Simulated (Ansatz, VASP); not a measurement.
One calculation of Yb, two programs

Contents of INCAR:

```
PREC = Accurate
ENCUT = 520
EDIFF = 1E-7
ISMEAR = -1
SIGMA = 0.05
LREAL = False
LASPH = True
NELM = 120
ALGO = Normal
ISIF = 2
LWAVE = False
LCHARG = False
ISPIN = 2
MAGMOM = 1
LORBIT = 11
LMAXMIX = 6
GGA = PE
NBANDS = 22
```

File KPOINTS:

```
regular mesh
0
Gamma
  9 9 9
```

POSCAR

```
Yb
1.0
   -2.1936796540      2.1936796540      2.1936796540
    2.1936796540     -2.1936796540      2.1936796540
    2.1936796540      2.1936796540     -2.1936796540
Yb
1
Direct
    0.0000000000      0.0000000000      0.0000000000
```

The input input.yaml:

```yaml
crystal:
  lattice:
    - [-2.193679654, 2.193679654, 2.193679654]
    - [2.193679654, -2.193679654, 2.193679654]
    - [2.193679654, 2.193679654, -2.193679654]
  atoms:
    - { symbol: Yb, position: [0.0, 0.0, 0.0], spin: 1.0 }
hamiltonian:
  xc: pbe
  pseudopotentials: { kind: paw }
magnetization:
  spin_polarized: true
kpoints:
  mp_grid: { grid: [9, 9, 9] }
scf:
  occupations: { method: fermi_dirac, width: 0.05 }
output:
  forces: true
  stress: true
  eigenvalues: true
  write_density: true
  write_potential: true
  elf: true
  volumetric_format: npy
```

Change from the starting cell: volume scaled by 1.06.

Alike in both runs: task single point; functional PBE; k mesh 9 × 9 × 9; occupations fermi-dirac, width 0.05 eV; collinear spin, ferromagnetic start.

|  | VASP | Ansatz |
| --- | --- | --- |
| version | VASP 6.6.1 | Ansatz 0.2.0 |
| potentials or method | VASP PAW PBE potentials, release 64 (Yb) | Ansatz PAW |
| plane-wave cutoff (eV) | 520 | 420 |
| valence electrons in the cell | 24 | 24 |

VASP gave:

* gap on the k mesh at the Fermi level (eV): none
* pressure (GPa): -2.8
* net moment per atom (μB): 0.00

Q: What did Ansatz give for the same quantities?

A: gap on the k mesh at the Fermi level (eV): none; pressure (GPa): -2.7; net moment per atom (μB): 0.00.

A gap of «none» marks a metal or a gap that the smearing closes. With one functional, cell and mesh, what is left measures potentials, basis and numerics.

Caveats: spin-orbit coupling is left out, which moves the levels of the heavy elements; the starting moments weren't kept (Ansatz). The state reached can hang on the start; a lower one may exist.
